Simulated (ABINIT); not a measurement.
# KTaO3 (Pm-3m) in ABINIT: notebook

The runs below take KTaO3 through single point, relaxation of cell and atoms, with PBE.

Everything below comes from runs of ABINIT 10.8.3 (patched build). Logs are shortened: lines on timing, memory, paths and dates and some standing lists are left out, and cuts for length are marked. The log counts tension as positive stress, the text compression.

## (1) The crystal as given

It takes space group Pm-3m (No. 221, cubic). The conventional cell has a = 3.988 Å, b = 3.988 Å, c = 3.988 Å, α = 90.00°, β = 90.00°, γ = 90.00°. Ta (site symmetry m-3m) has 6 O at 1.99 Å as nearest neighbours. K (site symmetry m-3m) is surrounded by 12 O at 2.82 Å. O (site symmetry 4/mmm) is surrounded by 2 Ta at 1.99 Å.

## (2) Single point, PBE

Contents of run.abi:

```
pp_dirpath "./"
pseudos "Ta.GGA_PBE-JTH.xml, K.GGA_PBE-JTH.xml, O.GGA_PBE-JTH.xml"

acell 3.9883 3.9883 3.9883 Angstrom
rprim
     1.0000000000     0.0000000000     0.0000000000
     0.0000000000     1.0000000000     0.0000000000
     0.0000000000     0.0000000000     1.0000000000
ntypat 3
znucl 73 19 8
natom 5
typat 1 2 3 3 3
xred
     0.0000000000     0.0000000000     0.0000000000
     0.5000000000     0.5000000000     0.5000000000
     0.0000000000     0.0000000000     0.5000000000
     0.0000000000     0.5000000000     0.0000000000
     0.5000000000     0.0000000000     0.0000000000

ecut 517.016339 eV
pawecutdg 38.0
pawxcdev 0

kptopt 1
ngkpt 5 5 5
nshiftk 1
shiftk 0.0 0.0 0.0

ixc 11

nband 24
occopt 3
tsmear 0.05 eV

nstep 100
tolvrs 1.0e-9

iomode 3
prtwf 0
prtden 0
prteig 0
prtebands 0
```

Potentials or basis: JTH PAW PBE v2.0.

Launch:

```sh
$ abinit run.abi > log 2>&1
```

run.abo:

```text
.Version 10.8.3 of ABINIT
 Symmetries : space group Pm -3 m (#221); Bravais cP (primitive cubic)
================================================================================
 Values of the parameters that define the memory need of the present run
     intxc =       0    ionmov =       0      iscf =      17    lmnmax =      18
     lnmax =       6     mgfft =      30  mpssoang =       3    mqgrid =    3001
     natom =       5  nloc_mem =       2    nspden =       1   nspinor =       1
    nsppol =       1      nsym =      48    n1xccc =       1    ntypat =       3
    occopt =       3   xclevel =       2
       mpw =        1711          nfft =       27000          nkpt =          10
 PAW method is used; the additional fine FFT grid is defined by:
   mgfftf=        45    nfftf =     91125
================================================================================
================================================================================

--------------------------------------------------------------------------------
------------- Echo of variables that govern the present computation ------------
--------------------------------------------------------------------------------
 -outvars: echo values of preprocessed input variables --------
            acell      7.5367947080E+00  7.5367947080E+00  7.5367947080E+00 Bohr
              amu      1.80947900E+02  3.90983000E+01  1.59994000E+01
             ecut      1.90000000E+01 Hartree
              ixc          11
         kptrlatt        5    0    0      0    5    0      0    0    5
          kptrlen      3.76839735E+01
            natom           5
            nband          24
            ngfft          30      30      30
          ngfftdg          45      45      45
             nkpt          10
            nstep         100
             nsym          48
           ntypat           3
           occopt           3
        pawecutdg      3.80000000E+01 Hartree
         pawxcdev           0
           prtden           0
        prtebands           0
           prteig           0
            prtwf           0
          spgroup         221
           tolvrs      1.00000000E-09
           tsmear      1.83746611E-03 Hartree
            typat      1  2  3  3  3
           useylm           1
           xangst      0.0000000000E+00  0.0000000000E+00  0.0000000000E+00
                       1.9941500000E+00  1.9941500000E+00  1.9941500000E+00
                       0.0000000000E+00  0.0000000000E+00  1.9941500000E+00
                       0.0000000000E+00  1.9941500000E+00  0.0000000000E+00
                       1.9941500000E+00  0.0000000000E+00  0.0000000000E+00
            xcart      0.0000000000E+00  0.0000000000E+00  0.0000000000E+00
                       3.7683973540E+00  3.7683973540E+00  3.7683973540E+00
                       0.0000000000E+00  0.0000000000E+00  3.7683973540E+00
                       0.0000000000E+00  3.7683973540E+00  0.0000000000E+00
                       3.7683973540E+00  0.0000000000E+00  0.0000000000E+00
             xred      0.0000000000E+00  0.0000000000E+00  0.0000000000E+00
                       5.0000000000E-01  5.0000000000E-01  5.0000000000E-01
                       0.0000000000E+00  0.0000000000E+00  5.0000000000E-01
                       0.0000000000E+00  5.0000000000E-01  0.0000000000E+00
                       5.0000000000E-01  0.0000000000E+00  0.0000000000E+00
            znucl       73.00000   19.00000    8.00000

================================================================================

 chkinp: Checking input parameters for consistency.

================================================================================
== DATASET  1 ==================================================================

--- !DatasetInfo
iteration_state: {dtset: 1, }
dimensions: {natom: 5, nkpt: 10, mband: 24, nsppol: 1, nspinor: 1, nspden: 1, mpw: 1711, }
cutoff_energies: {ecut:  19.0, pawecutdg:  38.0, }
electrons: {nelect:   4.00000000E+01, charge:   0.00000000E+00, occopt:   3.00000000E+00, tsmear:   1.83746611E-03, }
meta: {optdriver: 0, ionmov: 0, optcell: 0, iscf: 17, paral_kgb: 0, }
...

 Exchange-correlation functional for the present dataset will be:
  GGA: Perdew-Burke-Ernzerhof functional - ixc=11
  J.P.Perdew, K.Burke, M.Ernzerhof, PRL 77, 3865 (1996)

 Real(R)+Recip(G) space primitive vectors, cartesian coordinates (Bohr,Bohr^-1):
 R(1)=  7.5367947  0.0000000  0.0000000  G(1)=  0.1326824  0.0000000  0.0000000
 R(2)=  0.0000000  7.5367947  0.0000000  G(2)=  0.0000000  0.1326824  0.0000000
 R(3)=  0.0000000  0.0000000  7.5367947  G(3)=  0.0000000  0.0000000  0.1326824
 Unit cell volume ucvol=  4.2811462E+02 bohr^3
 Angles (23,13,12)=  9.00000000E+01  9.00000000E+01  9.00000000E+01 degrees

[... 102 lines left out ...]
...

 Integrated electronic density in atomic spheres:
 ------------------------------------------------
 Atom  Sphere_radius  Integrated_density
    1        2.41973         10.65580316
    2        2.10866          7.18218240
    3        1.41465          4.62838743
    4        1.41465          4.62838743
    5        1.41465          4.62838743

================================================================================

 ----iterations are completed or convergence reached----

 Mean square residual over all n,k,spin=   35.289E-07; max=  54.364E-05
 reduced coordinates (array xred) for    5 atoms
       0.000000000000      0.000000000000      0.000000000000
       0.500000000000      0.500000000000      0.500000000000
       0.000000000000      0.000000000000      0.500000000000
       0.000000000000      0.500000000000      0.000000000000
       0.500000000000      0.000000000000      0.000000000000
 rms dE/dt=  0.0000E+00; max dE/dt=  0.0000E+00; dE/dt below (all hartree)
    1       0.000000000000      0.000000000000      0.000000000000
    2       0.000000000000      0.000000000000      0.000000000000
    3       0.000000000000      0.000000000000      0.000000000000
    4       0.000000000000      0.000000000000      0.000000000000
    5       0.000000000000      0.000000000000      0.000000000000

 cartesian coordinates (angstrom) at end:
    1      0.00000000000000     0.00000000000000     0.00000000000000
    2      1.99415000000000     1.99415000000000     1.99415000000000
    3      0.00000000000000     0.00000000000000     1.99415000000000
    4      0.00000000000000     1.99415000000000     0.00000000000000
    5      1.99415000000000     0.00000000000000     0.00000000000000

 cartesian forces (hartree/bohr) at end:
    1     -0.00000000000000    -0.00000000000000    -0.00000000000000
    2     -0.00000000000000    -0.00000000000000    -0.00000000000000
    3     -0.00000000000000    -0.00000000000000    -0.00000000000000
    4     -0.00000000000000    -0.00000000000000    -0.00000000000000
    5     -0.00000000000000    -0.00000000000000    -0.00000000000000
 frms,max,avg= 0.0000000E+00 0.0000000E+00   0.000E+00  0.000E+00  0.000E+00 h/b

 cartesian forces (eV/Angstrom) at end:
    1     -0.00000000000000    -0.00000000000000    -0.00000000000000
    2     -0.00000000000000    -0.00000000000000    -0.00000000000000
    3     -0.00000000000000    -0.00000000000000    -0.00000000000000
    4     -0.00000000000000    -0.00000000000000    -0.00000000000000
    5     -0.00000000000000    -0.00000000000000    -0.00000000000000
 frms,max,avg= 0.0000000E+00 0.0000000E+00   0.000E+00  0.000E+00  0.000E+00 e/A
 length scales=  7.536794707958  7.536794707958  7.536794707958 bohr
              =  3.988300000000  3.988300000000  3.988300000000 angstroms
 Fermi (or HOMO) energy (hartree) =   0.11840   Average Vxc (hartree)=  -0.39673
 Eigenvalues (hartree) for nkpt=  10  k points:
 kpt#   1, nband= 24, wtk=  0.00800, kpt=  0.0000  0.0000  0.0000 (reduced coord)
  -2.40699   -1.17461   -1.17461   -1.17461   -0.92441   -0.56551   -0.53987   -0.53987
  -0.31988   -0.31988   -0.31988   -0.00962   -0.00962   -0.00962    0.04011    0.04011
   0.04011    0.05643    0.05643    0.05643    0.15920    0.15920    0.15920    0.32311
      occupation numbers for kpt#   1
   2.00000    2.00000    2.00000    2.00000    2.00000    2.00000    2.00000    2.00000
   2.00000    2.00000    2.00000    2.00000    2.00000    2.00000    2.00000    2.00000
   2.00000    2.00000    2.00000    2.00000    0.00000    0.00000    0.00000    0.00000
 prteigrs : prtvol=0 or 1, do not print more k-points.

--- !EnergyTerms
iteration_state     : {dtset: 1, }
comment             : Components of total free energy in Hartree
kinetic             :  3.70200368752566E+01
hartree             :  2.92913388411418E+01
xc                  : -2.10825087365633E+01
Ewald energy        : -1.03682236344862E+02
psp_core            :  9.66761439324263E+00
local_psp           : -7.88980886256435E+01
PAW spherical_terms : -8.50961112537026E+00
internal            : -1.36193454722798E+02
'-kT*entropy'       : -1.78813452948629E-12
total_energy        : -1.36193454722800E+02
total_energy_eV     : -3.70601270063664E+03
...

--- !EnergyTermsDC
iteration_state     : {dtset: 1, }
comment             : '"Double-counting" decomposition of free energy'
band_energy         : -1.90562435522722E+01
Ewald energy        : -1.03682236344862E+02
psp_core            :  9.66761439324263E+00
xc_dc               : -2.95723011083571E+01
PAW spherical_terms :  6.44969671427740E+00
internal            : -1.36193469897972E+02
'-kT*entropy'       : -1.78813452948629E-12
total_energy_dc     : -1.36193469897973E+02
total_energy_dc_eV  : -3.70601311357414E+03
...

--- !EnergyTermsWithPAWCore
iteration_state     : {dtset: 1, }
comment             : 'Components of total free energy, including PAW core contributions'
Total energy        : -1.64330800504197E+04
Total energy DC     : -1.64330800655949E+04
Total energy (eV)   : -4.47166888463096E+05
Total energy DC (eV): -4.47166888876033E+05
...

 Cartesian components of stress tensor (hartree/bohr^3)
  sigma(1 1)= -1.77982282E-04  sigma(3 2)=  0.00000000E+00
  sigma(2 2)= -1.77982282E-04  sigma(3 1)=  0.00000000E+00
  sigma(3 3)= -1.77982282E-04  sigma(2 1)=  0.00000000E+00

-Cartesian components of stress tensor (GPa)         [Pressure=  5.2364E+00 GPa]
- sigma(1 1)= -5.23641954E+00  sigma(3 2)=  0.00000000E+00
- sigma(2 2)= -5.23641954E+00  sigma(3 1)=  0.00000000E+00
- sigma(3 3)= -5.23641954E+00  sigma(2 1)=  0.00000000E+00

== END DATASET(S) ==============================================================
================================================================================

 -outvars: echo values of variables after computation  --------
            acell      7.5367947080E+00  7.5367947080E+00  7.5367947080E+00 Bohr
           etotal     -1.3619346990E+02
            fcart     -0.0000000000E+00 -0.0000000000E+00 -0.0000000000E+00
                      -0.0000000000E+00 -0.0000000000E+00 -0.0000000000E+00
                      -0.0000000000E+00 -0.0000000000E+00 -0.0000000000E+00
                      -0.0000000000E+00 -0.0000000000E+00 -0.0000000000E+00
                      -0.0000000000E+00 -0.0000000000E+00 -0.0000000000E+00
           strten     -1.7798228248E-04 -1.7798228248E-04 -1.7798228248E-04
                       0.0000000000E+00  0.0000000000E+00  0.0000000000E+00
           xangst      0.0000000000E+00  0.0000000000E+00  0.0000000000E+00
                       1.9941500000E+00  1.9941500000E+00  1.9941500000E+00
                       0.0000000000E+00  0.0000000000E+00  1.9941500000E+00
                       0.0000000000E+00  1.9941500000E+00  0.0000000000E+00
                       1.9941500000E+00  0.0000000000E+00  0.0000000000E+00
             xred      0.0000000000E+00  0.0000000000E+00  0.0000000000E+00
                       5.0000000000E-01  5.0000000000E-01  5.0000000000E-01
                       0.0000000000E+00  0.0000000000E+00  5.0000000000E-01
                       0.0000000000E+00  5.0000000000E-01  0.0000000000E+00
                       5.0000000000E-01  0.0000000000E+00  0.0000000000E+00
 Calculation completed.
```

Run time: 19 s. Hardware: 1 thread of Intel Xeon 6975P-C (Granite Rapids), shared host; peak memory 0.12 GiB.

What came out:

```yaml
Free_energy: -3706.0131 eV
Pressure: 5.2 GPa
Band_gap_on_the_k_mesh: 2.29 eV, indirect (least direct gap 2.80 eV)
```

Levels at points of the mesh, in eV from the valence-band top:
```
           k point  band 16  band 17  band 18  band 19  band 20  band 21  band 22  band 23  band 24
(0.00, 0.00, 0.00)    -0.95    -0.95    -0.51    -0.51    -0.51     2.29     2.29     2.29     6.75
```

Caveat: spin-orbit coupling is left out, which moves the levels of the heavy elements; an odd mesh through Γ misses points on the zone boundary, where band edges often lie; the atomic spheres overlap. Expect the measured gap to be larger: semilocal functionals such as PBE lack the derivative discontinuity.

(Continued in part 2 of 2.)
